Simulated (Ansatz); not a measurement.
Crystal: Cr.

```
CELL_PARAMETERS angstrom
2.71400 0.00000 0.00000
-1.35700 2.35039 0.00000
0.00000 0.00000 4.41000
ATOMIC_POSITIONS crystal
Cr 0.66667 0.33333 0.75000
Cr 0.33333 0.66667 0.25000
```

This isn't the form of Cr at room conditions, which is bcc.

Base run:

```yaml
Program: Ansatz 0.2.0
Functional: PBEsol
Potentials_or_basis: all-electron LAPW, scalar-relativistic
Cutoff: 255 eV (chosen from the basis error)
Basis_error_allowed: 0.001 eV/atom
k_mesh: 11 × 11 × 6
Occupations: fermi-dirac, width 0.05 eV
Spin: collinear spin, ferromagnetic start
Starting_moments: "[3.0, 3.0] μB"
```

Its results: pressure -32.1 GPa; net moment 1.65 μB per cell; site moments Cr +0.79 μB.

Task: The run is repeated on the same cell with these changes: functional from PBEsol to LDA. What comes out?

Result: Pressure -38.3 GPa; net moment 1.10 μB per cell; site moments Cr +0.53 μB.

LDA binds more tightly than PBEsol, so the same cell stands under less pressure.

Caveats: a pressure of tens of GPa on the cell as given is suspect, and the run, the potentials or the cell itself is likely at fault.
